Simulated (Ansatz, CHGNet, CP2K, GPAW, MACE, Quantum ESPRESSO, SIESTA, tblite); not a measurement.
## tblite on rutile SnO2, size series (72 atoms): settings against a plane-wave reference

How near does tblite come to plane waves for rutile SnO2, size series (72 atoms)?

Main program and level: tblite 0.8.0; the method is named at each step.

## (1) Set-up

The cell holds 72 atoms: 24 Sn and 48 O. Cell: a = 9.474 Å, b = 9.474 Å, c = 9.558 Å, α = 90.0°, β = 90.0°, γ = 90.0°. It derives from SnO2 (rutile), repeated 2×2×3. Rutile SnO2 (cell 4.737, 4.737, 3.186, 90, 90, 90), 2 x 2 x 3 conventional cells; ideal positions. Then every atom was moved at random, 0.03 Å r.m.s. a Cartesian component.

The yardstick, on the same geometry:

```
method                                           : Kohn-Sham DFT, PBE, SSSP efficiency 1.3.0 pseudopotentials, plane waves (Quantum ESPRESSO 7.5); sssp-pbe-1.3.0-efficiency, cutoffs 60/480 Ry, Γ point
r.m.s. force component                           : 0.79 eV/Å
longest force                                    : 3.548 eV/Å
pressure                                         : 12.19 GPa
gap (highest filled to lowest empty level) : 1.191 eV
time                                             : 97 s on 4 MPI ranks of Arm Neoverse V2, shared host
CPU time                                         : 6.5 min
```

## (2) IPEA1-xTB

Method: IPEA1-xTB tight binding, diagonalisation.

File run.py:

```python
import numpy as np
from ase.io import read
from tblite.ase import TBLite

atoms = read("structure.xyz")
atoms.calc = TBLite(method="IPEA1-xTB", electronic_temperature=580, accuracy=1.0, max_iterations=250, mixer_damping=0.4, verbosity=1)
energy = atoms.get_potential_energy()
forces = atoms.get_forces()
print(f"energy {energy:.6f} eV")
print("forces (eV/A)")
for i, (a, f) in enumerate(zip(atoms, forces)):
    print(f"{i:4d} {a.symbol:2s} {f[0]:10.5f} {f[1]:10.5f} {f[2]:10.5f}")
stress = -atoms.get_stress(voigt=False) * 160.21766
print("stress (GPa, compression positive)")
for row in stress:
    print(" ".join(f"{x:10.4f}" for x in row))
print("charges (e)")
print(np.array2string(atoms.get_charges(), precision=4, suppress_small=True, max_line_width=110, threshold=100000))
```

File structure.xyz:

```xyz
72
Lattice="9.47400 0.00000 0.00000 0.00000 9.47400 0.00000 0.00000 0.00000 9.55800" Properties=species:S:1:pos:R:3 pbc="T T T"
Sn 9.42502 0.04112 9.55599
Sn 2.34368 2.34851 1.60307
O 1.43493 1.50873 9.54127
O 3.31969 3.32433 0.02103
O 0.91936 3.81433 1.55317
O 3.85800 0.91102 1.53253
Sn 9.46671 0.00474 3.14191
Sn 2.37437 2.37864 4.79649
O 1.47368 1.42802 3.14917
O 3.26730 3.27980 3.15185
O 0.93632 3.82977 4.80528
O 3.83441 0.92817 4.77298
Sn 0.04709 9.47372 6.38570
Sn 2.43586 2.37409 7.93563
O 1.46269 1.43702 6.36687
O 3.24807 3.27355 6.35387
O 0.90609 3.75871 7.93696
O 3.77719 0.88212 8.04229
Sn 0.05277 4.77670 9.53315
Sn 2.30730 7.08722 1.55270
O 1.43427 6.15952 0.03775
O 3.31931 8.08123 0.01004
O 0.89321 8.55426 1.59762
O 3.76667 5.67123 1.57755
Sn 9.46832 4.73065 3.14076
Sn 2.38110 7.11962 4.73943
O 1.41873 6.19524 3.16427
O 3.22798 8.07962 3.16026
O 0.92646 8.57406 4.74975
O 3.81414 5.66128 4.77718
Sn 9.45098 4.74382 6.33265
Sn 2.38214 7.14349 7.96831
O 1.50693 6.24687 6.38197
O 3.29203 8.04466 6.32147
O 0.92504 8.59690 7.96898
O 3.86738 5.70287 7.95942
Sn 4.77063 0.02331 0.00984
Sn 7.10938 2.36869 1.61368
O 6.19154 1.41977 0.05496
O 7.99151 3.27099 9.51107
O 5.62519 3.81944 1.57181
O 8.54299 0.93092 1.61932
Sn 4.78769 0.00606 3.20250
Sn 7.10218 2.35997 4.77393
O 6.22006 1.44090 3.25937
O 8.01567 3.27365 3.19419
O 5.62727 3.76895 4.73255
O 8.56393 0.95252 4.78445
Sn 4.73274 9.47267 6.31421
Sn 7.11109 2.40744 8.01266
O 6.19590 1.42186 6.37958
O 8.01017 3.22561 6.37060
O 5.63779 3.86018 7.95474
O 8.59235 0.89946 7.97558
Sn 4.76542 4.72942 0.00421
Sn 7.09688 7.10114 1.62314
[... 12 atom lines left out ...]
O 6.18084 6.14455 6.34804
O 8.04447 8.00686 6.37423
O 5.67189 8.54507 7.97940
O 8.49638 5.62386 7.91670
```

Run with:

```sh
$ OMP_NUM_THREADS=1 python run.py > output.txt
```

The program printed:

```text
------------------------------------------------------------
  cycle        total energy    energy error   density error
------------------------------------------------------------
      1     -274.3189771726  -2.7422715E+02   5.6545894E-01
      2     -281.5748522056  -7.2558750E+00   3.1259416E-01
      3     -284.9643437399  -3.3894915E+00   2.1999971E-01
      4     -285.0935525450  -1.2920881E-01   1.2753556E-01
      5     -286.2883747600  -1.1948222E+00   4.5343879E-02
      6     -286.4294328297  -1.4105807E-01   1.9586622E-02
      7     -286.4485224029  -1.9089573E-02   1.1941270E-02
      8     -286.4584970473  -9.9746443E-03   7.8539415E-03
      9     -286.4608694570  -2.3724097E-03   5.0766757E-03
     10     -286.4617367511  -8.6729408E-04   2.9343973E-03
     11     -286.4621011194  -3.6436833E-04   2.0600474E-03
     12     -286.4624177807  -3.1666125E-04   7.1776308E-04
     13     -286.4624457992  -2.8018555E-05   4.2602939E-04
     14     -286.4624519459  -6.1466385E-06   2.4662279E-04
     15     -286.4624553949  -3.4490009E-06   1.0650063E-04
     16     -286.4624557979  -4.0302336E-07   8.5555243E-05
     17     -286.4624561202  -3.2230417E-07   3.5466077E-05
     18     -286.4624561725  -5.2278438E-08   1.8649708E-05
------------------------------------------------------------
 total:                                   4.794 sec
energy -7795.040476 eV
forces (eV/A)
   0 Sn    0.29754    0.03116    0.36595
   1 Sn    0.20518   -0.16244   -0.79885
   2 O    -0.55057   -0.56231    0.01332
   3 O    -0.06741   -0.02492   -0.27761
   4 O     0.31298   -0.45766    0.18750
   5 O    -0.71790    0.80122    0.90779
   6 Sn   -0.25869   -0.02793    0.99745
   7 Sn   -0.08240   -0.43088   -0.67873
   8 O    -0.49616   -0.41078    0.55282
   9 O     0.42696    0.47646    0.32000
  10 O     0.21467   -0.22123   -0.59214
  11 O    -0.68709    0.76606   -0.19316
  12 Sn   -0.21529   -0.10827   -0.74047
  13 Sn   -0.09235   -0.04553    0.91353
  14 O    -0.18594   -0.28055    0.10379
  15 O     0.99498    0.91067    0.16118
  16 O     0.16244    0.06633   -0.07301
  17 O     0.03220    0.11313   -0.98114
  18 Sn   -0.67215   -0.51924   -0.34158
  19 Sn    0.18606    0.40549    0.60306
  20 O     0.11162    0.22663   -1.02693
  21 O    -0.28173   -0.33315    0.03288
  22 O     0.37484   -0.28049   -0.46190
  23 O     0.01593    0.21687   -0.01808
[...]
64 O     1.38459   -1.45802    1.36785
  65 O     0.12941   -0.17753   -0.51205
  66 Sn   -0.31564   -0.31321   -1.51512
  67 Sn   -0.21211    0.15620    0.54736
  68 O    -0.21646   -0.04721    0.05564
  69 O     0.62919    0.80261    0.02510
  70 O     0.25901   -0.23845   -0.38750
  71 O     0.24107   -0.10486    0.35640
stress (GPa, compression positive)
   -0.8520    -0.1896     0.4286
   -0.1896    -0.8239    -0.1939
    0.4286    -0.1939     3.0065
charges (e)
[ 0.4745  0.4713 -0.2384 -0.2417 -0.2356 -0.2402  0.4722  0.4719 -0.2354 -0.2362 -0.2329 -0.2334  0.4712
  0.4741 -0.2367 -0.2271 -0.2399 -0.2394  0.4712  0.4743 -0.2292 -0.2383 -0.2352 -0.2357  0.47    0.47
 -0.2364 -0.2415 -0.2375 -0.2348  0.4678  0.4695 -0.2376 -0.2336 -0.2345 -0.2355  0.4747  0.4742 -0.235
 -0.2347 -0.232  -0.2315  0.4767  0.4728 -0.2353 -0.2345 -0.2425 -0.2426  0.4715  0.4722 -0.2384 -0.2374
 -0.2309 -0.2342  0.4728  0.472  -0.2368 -0.2393 -0.2373 -0.2361  0.4678  0.4736 -0.2371 -0.2343 -0.2312
 -0.2367  0.4708  0.4735 -0.2411 -0.231  -0.2418 -0.2323]
```

The job ended after 5.2 s (1 thread of Arm Neoverse V2, shared host; peak memory 0.12 GiB).

Banners, paths, timers and routine set-up lines are dropped from the logs unmarked, and long logs keep their key lines alone; longer cuts are marked.

Compared with the plane-wave run:

| Item | Value |
| --- | --- |
| r.m.s. force component | 0.5393 eV/Å |
| r.m.s. difference of force components | 415.9 meV/Å |
| longest difference of force vectors | 1865 meV/Å |
| force difference over r.m.s. force | 52.64 % |
| slope of forces against the reference's | 0.5944 |
| correlation of force components | 0.8708 |
| pressure | 0.4435 GPa |
| pressure difference | -11.75 GPa |

Length of the force difference by element (eV/Å):

| element | atoms | mean | most |
| --- | --- | --- | --- |
| O | 48 | 0.51 | 1.3 |
| Sn | 24 | 0.85 | 1.9 |

A closer look about O41, picked at random: 13 atoms, nearest first, numbered in the order of the input, with positions taken from that point.

| atom | x | y | z | distance (Å) | bonds | Mulliken charge (e) | Fx | Fy | Fz (eV/Å) |
| --- | --- | --- | --- | --- | --- | --- | --- | --- | --- |
| O41 | 0.00 | 0.00 | 0.00 | 0.00 | 3 | -0.23 | 0.68 | -0.52 | 0.35 |
| Sn55 | -0.86 | 0.91 | -1.57 | 2.01 | 6 | 0.47 | 0.08 | 0.52 | 0.00 |
| Sn61 | -0.92 | 0.93 | 1.60 | 2.06 | 6 | 0.47 | -0.06 | 0.22 | 0.31 |
| Sn38 | 1.48 | -1.45 | 0.04 | 2.08 | 6 | 0.47 | -0.25 | 0.14 | -0.07 |
| O24 | -1.86 | 1.85 | 0.01 | 2.62 | 3 | -0.24 | 0.02 | 0.22 | -0.02 |
| O4 | -2.31 | -0.50 | -1.55 | 2.82 | 3 | -0.24 | -0.07 | -0.02 | -0.28 |
| O10 | -2.36 | -0.54 | 1.58 | 2.89 | 3 | -0.24 | 0.43 | 0.48 | 0.32 |
| O39 | 0.57 | -2.40 | -1.52 | 2.89 | 3 | -0.23 | 0.02 | 0.01 | -0.47 |
| O40 | 2.37 | -0.55 | -1.62 | 2.92 | 3 | -0.23 | 1.09 | 1.11 | 1.03 |
| O46 | 2.39 | -0.55 | 1.62 | 2.94 | 3 | -0.23 | 0.64 | 0.69 | 0.00 |
| O63 | 0.58 | 2.40 | 1.60 | 2.94 | 3 | -0.24 | -0.84 | -0.85 | 0.37 |
| O57 | 0.63 | 2.40 | -1.60 | 2.95 | 3 | -0.24 | -0.92 | -0.94 | 0.38 |
| O45 | 0.59 | -2.38 | 1.69 | 2.98 | 3 | -0.24 | -0.52 | -0.52 | -0.96 |

Atoms are counted from 1 here, from 0 in the log.

Forces lie 53 % from the reference's, at 0.014 times its CPU time (on 1 against 4 cores).

Further runs of this program without a result: tblite GFN2-xTB (not converged).

## (3) Results

```
force difference from the reference : tblite IPEA1-xTB, 53 %
its CPU time                        : 5.2 s
```

Tight binding differs by 53 % (tblite IPEA1-xTB); it is another model, with fitted parameters of its own, and the xTB methods hold dispersion. IPEA1-xTB was fitted to ionisation energies and electron affinities, not to forces or charges. One electronic-structure run takes under half the reference's CPU time: tblite IPEA1-xTB, at 53 % in 5.2 s against 6.5 min; its pressure misses by -11.7 GPa. Periodic xTB results under one method name differ between programs and library versions. The reference's pressure holds the uncorrected Pulay stress of its 60 Ry basis, so small pressure differences, and their order, may be the reference's own error. The reference's stress is far from hydrostatic: its diagonal is 10.8, 10.9, 14.9 GPa, compression counted positive. The reference's pressure of 12 GPa says that the cell would expand at this level of theory. The electronic-structure runs sample only Γ, in a cell whose shortest periodic width is 9 Å.

[Also dropped from logs without a mark: logging warnings of Python, and SIESTA's first energy breakdown and zero terms.]

[Logs are printed without paths, hosts, clocks, repeated set-up lines and the standing remarks that a program may print on its own settings, such as how far it seeks lower states.]

[Hosts, paths, dates, database ids (printed as entryN), source tags and the programs' standing remarks are cut or masked in the printed files.]
